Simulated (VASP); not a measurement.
Crystal: BN.

```xyz
2
Lattice="1.9050 0.0000 0.0000 0.0000 1.9050 0.0000 0.0000 0.0000 1.9050" Properties=species:S:1:pos:R:3 pbc="T T T"
B     0.0000    0.0000    0.0000
N     0.9525    0.9525    0.9525
```

The cell was built by a generator and needn't be a form met in nature.

| Property | Result |
| --- | --- |
| Program | VASP 6.6.1 |
| Task | relaxation of cell and atoms |
| Functional | PBEsol |
| Potentials or basis | VASP PAW PBE potentials, release 64 (B, N) |
| Cutoff | 600 eV |
| k mesh | 10 × 10 × 10 |
| Occupations | fermi-dirac, width 0.03 eV |
| Spin | no spin polarisation |

At the start: pressure 452.1 GPa; volume 3.46 Å³/atom.

Problem. How do energy, volume and symmetry change on relaxing?

Solution. Over 5 steps the energy falls by 2335.3 meV/atom and the volume is 6.01 Å³/atom (+73.7 %); space group Pm-3m (No. 221, to 0.05 Å).

The path:
```
step  energy change (eV)  largest force (eV/Å)  pressure (GPa)  volume (Å³)
   1              0.0000                0.0000          452.09         6.91
   2             -1.5669                0.0000          -65.86        21.99
   3             -4.6497                0.0000          -12.09        12.55
   4             -4.6668                0.0000           -5.38        12.24
   5             -4.6706                0.0000            0.18        12.01
```

Final structure:
```xyz
2
Lattice="2.2902 0.0000 0.0000 0.0000 2.2902 0.0000 0.0000 0.0000 2.2902" Properties=species:S:1:pos:R:3 pbc="T T T"
B     0.0000    0.0000    0.0000
N     1.1451    1.1451    1.1451
```

Caveat: the volume moved by over 15 % at a fixed basis, so the end points are rough; the PAW data sets were made with another functional, which shifts forces and pressure a little.
